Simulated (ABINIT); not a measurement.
## Sb in ABINIT: convergence with pawecutdg

Input of the first run (pawecutdg 15 Ha); the others differ in this setting and in those tied to it:

The input run.abi:

```
# Pseudopotentials
pp_dirpath "./"
pseudos "Sb.GGA_PBE-JTH_sp.xml"

# Structure
acell 5.900484631 8.2156183419 8.3261783872
rprim
     1.0000000000     0.0000000000     0.0000000000
     0.0000000000     1.0000000000     0.0000000000
    -0.0088322263     0.0000000000     0.9999609951
ntypat 1
znucl 51
natom 2
typat 1 1
xcart
     0.0494655872     2.0539045855     2.0079128155
     5.7774803516     6.1617137564     6.3179408102
chkprim 0
chksymtnons 0
tolsym 1.0e-6

# Plane-wave basis
ecut 15.0
pawecutdg 15.0
pawxcdev 0

# k points
kptopt 1
ngkpt 9 6 6
nshiftk 1
shiftk 0.0 0.0 0.0

# Exchange and correlation
ixc -116133

# Bands and occupations
nband 9
occopt 4
tsmear 0.05 eV

# SCF cycle
nstep 100
tolvrs 1.0e-9

# Output
iomode 3
prtwf 0
prtden 0
prteig 0
prtebands 0
enunit 1
```

Potentials or basis: JTH PAW PBE v2.0 sp.

Launch:

```sh
$ abinit run.abi > log 2>&1
```

This isn't the form of Sb at room conditions, which is rhombohedral.

Hardware: 1 thread of Arm Neoverse V2, with other jobs on the host.

```tsv
pawecutdg	energy less the tightest run (meV/atom)	largest force (eV/Å)	SCF cycles	CPU time (s)	peak memory (GiB)
15 Ha	0.55	0.053	7	18	0.1
18	0.42	0.057	7	18	0.1
22.5	0.20	0.055	7	18	0.1
27	0.09	0.055	7	18	0.11
33	0.03	0.057	7	18	0.11
40.5	-0.02	0.055	8	21	0.12
49.5	0.00	0.056	8	21	0.11
```

Against the tightest run, the energy stays within 1 meV/atom from 15 Ha on; the largest force stays within 0.005 eV/Å from 15 Ha on. The tightest run that finished is the yardstick and may itself not be fully converged.

Caveat, for the tightest run too: the PAW data sets were made with another functional, which shifts forces and pressure a little; this set keeps more shells in the core, which shifts pressures and gaps. Spin-orbit coupling is left out, which matters for the levels of Sb.
